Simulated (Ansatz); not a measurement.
Relaxed ZrO2 (fluorite):

```
CELL_PARAMETERS angstrom
      0.00000     5.11587     5.11587
      2.55794     0.00000     2.55794
      2.55794     2.55794     0.00000
ATOMIC_POSITIONS crystal
  Zr 0.00000 0.00000 0.00000
  Zr 0.50000 0.00000 0.00000
  O  0.12500 0.25000 0.25000
  O  0.62500 0.25000 0.25000
  O  0.37500 0.75000 0.75000
  O  0.87500 0.75000 0.75000
```

In this cell atom 1 (Zr, nearest neighbour O at 2.215 Å; its periodic images, 3.6 Å or more away, move with it) is moved by s along Cartesian x, unit vector (1.000, 0.000, 0.000); all other atoms and the cell stay fixed.

Method: PBE (plane waves to 420 eV, PAW, scalar-relativistic; Ansatz, a first-principles code). k mesh 9×9×9 (Γ-centred), Fermi-Dirac smearing 0.05 eV. The energy includes the smearing's −TS. F⊥ is the part of the force across the line. This is a high-temperature form of ZrO2. ZrO2 is run without spin polarisation. ZrO2 was relaxed with its symmetry unable to fall. ΔE is measured from the undisplaced structure.

**Question.** What ΔE (meV/cell) and |F⊥| (eV/Å) does the calculation give at s (Å) = -0.220, -0.132, -0.044, 0.088, 0.176, 0.220?

**Answer.** 
| s (Å) | ΔE (meV/cell) | |F⊥| (eV/Å) |
|---|---|---|
| -0.220 | 218.5 | 1.309 |
| -0.132 | 74.8 | 0.788 |
| -0.044 | 8.1 | 0.263 |
| 0.088 | 32.7 | 0.526 |
| 0.176 | 136.0 | 1.048 |
| 0.220 | 218.5 | 1.309 |

(A displaced cell: forces are minus the slopes of the energy, force constants its curvatures, and phonons follow from these.)
